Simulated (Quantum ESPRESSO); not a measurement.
## Pb: equation of state with LDA

Crystal: Pb.

```
CELL_PARAMETERS angstrom
0.00000 2.47502 2.47502
2.47502 0.00000 2.47502
2.47502 2.47502 0.00000
ATOMIC_POSITIONS crystal
Pb 0.00000 0.00000 0.00000
```

```json
{
  "Program": "Quantum ESPRESSO 7.5",
  "Task": "equation of state",
  "Functional": "LDA",
  "Potentials or basis": "GBRV 1.5 LDA",
  "Cutoff": "612 eV",
  "Density cutoff": "4898 eV",
  "k mesh": "9 × 9 × 9",
  "Occupations": "fermi-dirac, width 0.05 eV",
  "Spin": "no spin polarisation"
}
```

The equilibrium volume is 28.92 Å³/atom. The bulk modulus is 55 GPa and the pressure derivative of the bulk modulus is 5.6 (rough: it moves with the points fitted).

Energy against volume, from the lowest point:
| volume (Å³/atom) | energy (meV/atom) |
| --- | --- |
| 28.503 | 0.89 |
| 29.110 | 0.00 |
| 29.716 | 3.43 |
| 30.323 | 10.51 |
| 30.929 | 20.63 |
| 31.535 | 33.64 |
| 32.142 | 49.00 |

All runs of the series together: 62 s on 1 thread of Arm Neoverse V1, with other jobs on the host.

The cell as given is a measured one (30.32 Å³/atom); LDA puts the equilibrium volume -4.6 % from it, thermal expansion not counted.

The run has no spin-orbit coupling, so splittings on Pb are missing.
